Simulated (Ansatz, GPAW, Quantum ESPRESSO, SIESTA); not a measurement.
# One calculation of CdF2, 5 ways

```
CELL_PARAMETERS angstrom
0.00000 2.69400 2.69400
2.69400 0.00000 2.69400
2.69400 2.69400 0.00000
ATOMIC_POSITIONS crystal
Cd 0.00000 0.00000 0.00000
F 0.75000 0.75000 0.75000
F 0.25000 0.25000 0.25000
```

Alike in all runs: task equation of state; functional LDA; k mesh 9 × 9 × 9; occupations fermi-dirac, width 0.05 eV; no spin polarisation; no spin-orbit coupling. LDA stands for any of its common fits.

| program and potentials | plane-wave cutoff (eV) | notes | equilibrium volume (Å³/atom) | bulk modulus (GPa) |
| --- | --- | --- | --- | --- |
| Ansatz, Ansatz PAW | 420 | potentials made for PBE, which Ansatz adapts in part | 12.38 | 125.1 |
| SIESTA, files PseudoDojo sr-lda-0.4.1-standard, DZP (energy shift 0.003 Ry; two zetas on semicore shells) | - | atomic basis | 12.46 | 135.0 |
| Quantum ESPRESSO, GBRV 1.5 LDA | 612 | - | 12.47 | 126.3 |
| GPAW, the program's PAW data sets (release 1.2.1) made for this functional | 800 | - | 12.38 | 130.4 |
| Ansatz, all-electron LAPW, scalar-relativistic | - | - | 12.39 | 127.1 |

The equilibrium volume spans 12.38 (GPAW, the program's PAW data sets (release 1.2.1) made for this functional) to 12.47 Å³/atom (Quantum ESPRESSO, GBRV 1.5 LDA), with all-electron results at 12.39. The bulk modulus spans 125.1 (Ansatz, Ansatz PAW) to 135.0 GPa (SIESTA, files PseudoDojo sr-lda-0.4.1-standard, DZP (energy shift 0.003 Ry; two zetas on semicore shells)), with all-electron results at 127.1. Rows in atomic bases carry the error of their basis and grid, which can be large.

The functional is the same throughout but for its coding, so the spread measures potentials, basis and numerics; runs on potential files found faulty are left out.
